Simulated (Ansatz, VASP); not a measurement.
**One calculation of MoS2, two programs**

The input INCAR:

```
SYSTEM = MoS2
PREC     = Accurate       ! precision mode
ENCUT    = 520            ! plane-wave cutoff, eV
EDIFF    = 1E-7           ! SCF threshold, eV
ISMEAR   = -1             ! smearing method
SIGMA    = 0.05           ! smearing width, eV
LREAL    = .False.        ! projectors in reciprocal space
LASPH    = .True.         ! aspherical terms in the spheres
NELM     = 80             ! most SCF steps
ALGO     = Normal         ! electronic algorithm
ISIF     = 2              ! what is computed and relaxed
LWAVE    = .False.        ! write WAVECAR
LCHARG   = .False.        ! write CHGCAR
GGA      = PS             ! functional
NBANDS   = 20             ! bands
```

KPOINTS

```
regular mesh
0
Gamma
  9 9 4
  0 0 0
```

File POSCAR:

```
MoS2
1.0
    3.1615794509      0.0000000000      0.0000000000
   -1.5807897255      2.7380081205      0.0000000000
    0.0000000000      0.0000000000      6.1836112739
Mo S
1 2
Direct
    0.0000000000      0.0000000000      0.5000000000
    0.6666666667      0.3333333333      0.7446806800
    0.3333333333      0.6666666667      0.2553193200
```

File input.yaml:

```yaml
crystal:
  lattice:
    - [3.1615794509, 0.0, 0.0]
    - [-1.5807897255, 2.7380081205, 0.0]
    - [0.0, 0.0, 6.1836112739]
  atoms:
    - { symbol: Mo, position: [0.0, 0.0, 0.5] }
    - { symbol: S, position: [0.6666666667, 0.3333333333, 0.74468068] }
    - { symbol: S, position: [0.3333333333, 0.6666666667, 0.25531932] }
hamiltonian:
  xc: pbesol
  pseudopotentials: { kind: paw }
kpoints:
  mp_grid: { grid: [9, 9, 4] }
scf:
  occupations: { method: fermi_dirac, width: 0.05 }
output:
  forces: true
  stress: true
  eigenvalues: true
  write_density: true
  write_potential: true
  elf: true
  volumetric_format: npy
```

Change from the starting cell: volume scaled by 0.94.

Alike in both runs: task single point; functional PBEsol; k mesh 9 × 9 × 4; occupations fermi-dirac, width 0.05 eV; no spin polarisation.

|  | VASP | Ansatz |
| --- | --- | --- |
| version | VASP 6.6.1 | Ansatz 0.2.0 |
| potentials or method | VASP PAW PBE potentials, release 64 (Mo_sv, S) | Ansatz PAW |
| plane-wave cutoff (eV) | 520 | 420 |
| valence electrons in the cell | 26 | 26 |

Ansatz gave:

| Item | Value |
| --- | --- |
| gap on the k mesh at the Fermi level (eV) | none |
| pressure (GPa) | 5.6 |
| largest component of the traceless stress (GPa) | 3.31 |
| rms of the force components (eV/Å) | 0.512 |

Q: Which values does VASP return?

A: gap on the k mesh at the Fermi level (eV): none; pressure (GPa): 5.5; largest component of the traceless stress (GPa): 3.34; rms of the force components (eV/Å): 0.514.

Atom by atom the forces differ by 0.002 eV/Å (rms over components). A gap of «none» marks a metal or a gap that the smearing closes. The functional is the same, so the differences come from potentials, cutoffs and numerics.

Caveats: this functional lacks dispersion, which binds the layers, so the pressure and a relaxed spacing across them are unreliable; the PAW data sets were made with another functional, which shifts forces and pressure a little (VASP); the PAW data sets come from PBE, with cores solved anew for the run's functional, which leaves a small shift of forces and pressure (Ansatz); forces of over 1 eV/Å show positions far from the minimum, so gaps and moduli don't describe the material at rest (Ansatz).
